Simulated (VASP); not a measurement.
# Al (Fm-3m) in VASP: further runs, part 2 of 2

VASP 6.6.1. Earlier steps stand in the parts before.

## (5) Single point, PBE

Input file INCAR:

```
SYSTEM = Al
PREC = Accurate
ENCUT = 400
EDIFF = 1E-7
ISMEAR = -1
SIGMA = 0.15
LREAL = .False.
LASPH = .True.
NELM = 100
ALGO = Normal
ISIF = 2
LWAVE = .False.
LCHARG = .False.
GGA = PE
NBANDS = 8
ADDGRID = .False.
```

Input file KPOINTS:

```
regular mesh
0
Gamma
  10 10 10
  0 0 0
```

Input file POSCAR:

```
Al
1.0
    0.0000000000      2.0248050000      2.0248050000
    2.0248050000      0.0000000000      2.0248050000
    2.0248050000      2.0248050000      0.0000000000
Al
1
Direct
    0.0000000000      0.0000000000      0.0000000000
```

Potentials or basis: VASP PAW PBE potentials, release 64 (Al).

On the command line:

```
> cat potpaw_PBE.64/Al/POTCAR > POTCAR
> mpirun -np 1 vasp_std > vasp.out
```

OUTCAR:

```text
SYSTEM = Al
   PREC = Accurate
   ENCUT = 400
   EDIFF = 1E-7
   ISMEAR = -1
   LREAL = .False.
   LASPH = .True.
   NELM = 100
   ISIF = 2
   GGA = PE

 Found     47 irreducible k-points:

 Following reciprocal coordinates:
            Coordinates               Weight
  0.000000  0.000000  0.000000      1.000000
  0.100000  0.000000  0.000000      8.000000
  0.200000  0.000000  0.000000      8.000000
  0.300000  0.000000  0.000000      8.000000
  0.400000  0.000000  0.000000      8.000000
  0.500000  0.000000  0.000000      4.000000
   k-points           NKPTS =     47   k-points in BZ     NKDIM =     47   number of bands    NBANDS=      8
   number of dos      NEDOS =    301   number of ions     NIONS =      1
   total plane-waves  NPLWV =   8000
   dimension x,y,z NGX =    20 NGY =   20 NGZ =   20
   dimension x,y,z NGXF=    40 NGYF=   40 NGZF=   40
   ions per type =               1
   NGX,Y,Z   is equivalent  to a cutoff of  11.61, 11.61, 11.61 a.u.
   NGXF,Y,Z  is equivalent  to a cutoff of  23.22, 23.22, 23.22 a.u.
 SYSTEM =  Al
   PREC   = accura    normal or accurate (medium, high low for compatibility)
   ISTART =      0    job   : 0-new  1-cont  2-samecut
   ICHARG =      2    charge: 1-file 2-atom 10-const
   ISPIN  =      1    spin polarized calculation?
   LNONCOLLINEAR =      F non collinear calculations
   LSORBIT =      F    spin-orbit coupling
   LASPH  =      T    aspherical Exc in radial PAW
   ENCUT  =  400.0 eV  29.40 Ry    5.42 a.u.   4.67  4.67  4.67*2*pi/ulx,y,z
   NELM   =    100;   NELMIN=  2; NELMDL= -5     # of ELM steps
   EDIFF  = 0.1E-06   stopping-criterion for ELM
   LREAL  =      F    real-space projection
   EDIFFG = 0.1E-05   stopping-criterion for IOM
   NSW    =      0    number of steps for IOM
   IBRION =     -1    ionic relax: 0-MD 1-quasi-New 2-CG
   NFREE  =      0    steps in history (QN), initial steepest desc. (CG)
   ISIF   =      2    stress and relaxation
   ISYM   =      2    0-nonsym 1-usesym 2-fastsym
   POTIM  = 0.5000    time-step for ionic-motion
   TEBEG  =    0.0;   TEEND  =   0.0 temperature during run
   PSTRESS=    0.0 pullay stress
   NELECT =       3.0000    total number of electrons
   NUPDOWN=      -1.0000    fix difference up-down
   EMIN   =  10.00;   EMAX   =-10.00  energy-range for DOS
   EFERMI =   0.00;   METHOD = LEGACY
   ISMEAR =    -1;   SIGMA  =   0.15  broadening in eV -4-tet -1-fermi 0-gaus
   EFERMI_NEDOS =   21; number of points for ismear=-14 and -15
   IALGO  =     38    algorithm
   IMIX   =      4    mixing-type and parameters
     AMIX     =   0.40;   BMIX     =  1.00
     AMIX_MAG =   1.60;   BMIX_MAG =  1.00
  volume/ion in A,a.u.               =      16.60       112.04
  Fermi-wavevector in a.u.,A,eV,Ry     =   0.925526  1.748991 11.654733  0.856599
  Thomas-Fermi vector in A             =   2.051390
   LORBIT       =      0    0 simple, 1 ext, 2 COOP (PROOUT), +10 PAW based schemes
   GGA     = PE    functional components
   LHFCALC =     F    Hartree Fock is set to
   AEXX    =    0.0000 exact exchange contribution
   IVDW    =     0    specifies the selected vdW correction
   LEPSILON=     F    determine dielectric tensor
   LRPA    =     F    only Hartree local field effects (RPA)
 non-spin polarized calculation
  energy-cutoff  :      400.00
  volume of cell :       16.60
 maximum number of plane-waves:       311
   NGX =  9   NGY =  9   NGZ =  9

 number of electron       3.0000000 magnetization

 Free energy of the ion-electron system (eV)
  ---------------------------------------------------
  ext. energy  EPLUGINS =         0.00000000
  ---------------------------------------------------
  free energy    TOTEN  =        -3.74918320 eV

  energy without entropy =       -3.70971540  energy(sigma->0) =       -3.72944930

 E-fermi :   8.0347     XC(G=0): -10.1746

 val. band max:        8.0142750161   @ k =  -0.4000   0.4000   0.0000
 cond. band min:       8.0639420407   @ k =  -0.4000   0.4000   0.1000
 fundamental gap:      0.0496670246
 Fermi energy:         8.0346848235

 k-point     1 :       0.0000    0.0000    0.0000
  band No.  band energies     occupation
      1      -3.1564      2.00000
      2      20.5224      0.00000
      3      20.5224      0.00000
      4      20.5224      0.00000
      5      21.9646      0.00000
      6      21.9646      0.00000
      7      21.9646      0.00000
      8      24.3557      0.00000

 k-point     2 :       0.1000    0.0000    0.0000
  band No.  band energies     occupation
      1      -2.8858      2.00000
      2      17.2326      0.00000
      3      19.7888      0.00000
      4      19.7888      0.00000
      5      22.6371      0.00000
      6      23.1027      0.00000
      7      23.1027      0.00000
      8      26.0073      0.00000

 k-point     3 :       0.2000    0.0000    0.0000
  band No.  band energies     occupation
      1      -2.0772      2.00000
      2      13.2495      0.00000
      3      19.0289      0.00000
      4      19.0289      0.00000
      5      22.3551      0.00000
      6      23.5158      0.00000
      7      23.5158      0.00000
      8      25.6028      0.00000

 k-point     4 :       0.3000    0.0000    0.0000
  band No.  band energies     occupation
      1      -0.7394      2.00000
      2       9.5681      0.00007
      3      18.6780      0.00000
      4      18.6780      0.00000
      5      21.7731      0.00000
      6      21.7731      0.00000
      7      22.1869      0.00000
      8      25.7498      0.00000

 k-point     5 :       0.4000    0.0000    0.0000
  band No.  band energies     occupation
      1       1.1129      2.00000
      2       6.2937      1.99998
      3      18.7730      0.00000
      4      18.7730      0.00000
      5      20.3309      0.00000
      6      20.3309      0.00000
      7      22.4021      0.00000
      8      24.2176      0.00000

 k-point     6 :       0.5000    0.0000    0.0000
  band No.  band energies     occupation
      1       3.3672      2.00000
      2       3.5636      2.00000
      3      19.2783      0.00000
      4      19.2783      0.00000
      5      19.3704      0.00000
      6      19.3704      0.00000
      7      23.0235      0.00000
      8      23.1377      0.00000

 [... further k-points ...]

------------------------ aborting loop because EDIFF is reached ----------------------------------------

  FORCE on cell =-STRESS in cart. coord.  units (eV):
  Direction    XX          YY          ZZ          XY          YZ          ZX
  --------------------------------------------------------------------------------------
  -------------------------------------------------------------------------------------
  Total       -0.0440875     -0.0440875     -0.0440875      0.0000000     -0.0000000      0.0000000
  in kB       -4.2544755     -4.2544755     -4.2544755      0.0000000     -0.0000000      0.0000000
  external PRESSURE =      -4.2544755 kB  Pullay stress =       0.0000000 kB

 VOLUME and BASIS-vectors are now :
 -----------------------------------------------------------------------------
  energy-cutoff  :      400.00
  volume of cell :       16.60
      direct lattice vectors                 reciprocal lattice vectors
     0.000000000  2.024805000  2.024805000    -0.246937359  0.246937359  0.246937359
     2.024805000  0.000000000  2.024805000     0.246937359 -0.246937359  0.246937359
     2.024805000  2.024805000  0.000000000     0.246937359  0.246937359 -0.246937359

 POSITION                                       TOTAL-FORCE (eV/Angst)
 -----------------------------------------------------------------------------------
      0.00000      0.00000      0.00000         0.000000      0.000000      0.000000
 -----------------------------------------------------------------------------------
    total drift:                                0.000000      0.000000     -0.000000

  FREE ENERGIE OF THE ION-ELECTRON SYSTEM (eV)
  ---------------------------------------------------
  free  energy   TOTEN  =        -3.7491831973 eV

  energy  without entropy=       -3.7097153951  energy(sigma->0) =       -3.72944930
```

OSZICAR:

```text
N       E                     dE             d eps       ncg     rms          rms(c)
DAV:   1    -0.280214420451E+01   -0.28021E+01   -0.72369E+02   776   0.153E+02
DAV:   2    -0.376828591231E+01   -0.96614E+00   -0.95192E+00  1104   0.154E+01
DAV:   3    -0.377187904008E+01   -0.35931E-02   -0.35925E-02   872   0.103E+00
DAV:   4    -0.377188774354E+01   -0.87035E-05   -0.87028E-05  1264   0.481E-02
DAV:   5    -0.377188775924E+01   -0.15699E-07   -0.15990E-07   880   0.997E-04    0.129E+00
DAV:   6    -0.375874670216E+01    0.13141E-01   -0.17324E-03  1024   0.193E-01    0.750E-01
DAV:   7    -0.374919048096E+01    0.95562E-02   -0.51655E-03   912   0.311E-01    0.145E-01
DAV:   8    -0.374918510160E+01    0.53794E-05   -0.14164E-05  1096   0.260E-02    0.749E-03
DAV:   9    -0.374918360308E+01    0.14985E-05   -0.86324E-07   984   0.396E-03    0.675E-04
DAV:  10    -0.374918323451E+01    0.36857E-06   -0.38318E-09  1040   0.417E-04    0.186E-04
DAV:  11    -0.374918319731E+01    0.37199E-07   -0.16292E-10   568   0.728E-05
   1 F= -.37491832E+01 E0= -.37294493E+01  d E =-.394678E-01
```

stdout:

```text
POSCAR found type information on POSCAR Al
 POSCAR found :  1 types and       1 ions
 scaLAPACK will be used
 LDA part: xc-table for (Slater+PW92), standard interpolation
 POSCAR, INCAR and KPOINTS ok, starting setup
 FFT: planning ... GRIDC
 FFT: planning ... GRID_SOFT
 FFT: planning ... GRID
 WAVECAR not read
 entering main loop
```

Run time: 3.4 s. Hardware: 1 thread of Intel Xeon 6975P-C (Granite Rapids), shared host; peak memory 0.12 GiB.

The run converged, but some of its settings lie outside the range that counts as converged, so its numbers aren't taken as properties of the crystal.

Results:

* Free energy: -3.7492 eV
* Pressure: -0.4 GPa
* Band gap on the k mesh: none (metal or under the smearing width)

## (6) For comparison

An earlier run on the cell as given: functional PBE; potentials or basis VASP PAW PBE potentials, release 64 (Al); cutoff 520 eV; k mesh 11 × 11 × 11; occupations fermi-dirac, width 0.05 eV; no spin polarisation.

- Pressure: -0.5 GPa
- Band gap on the k mesh: none (metal or under the smearing width)
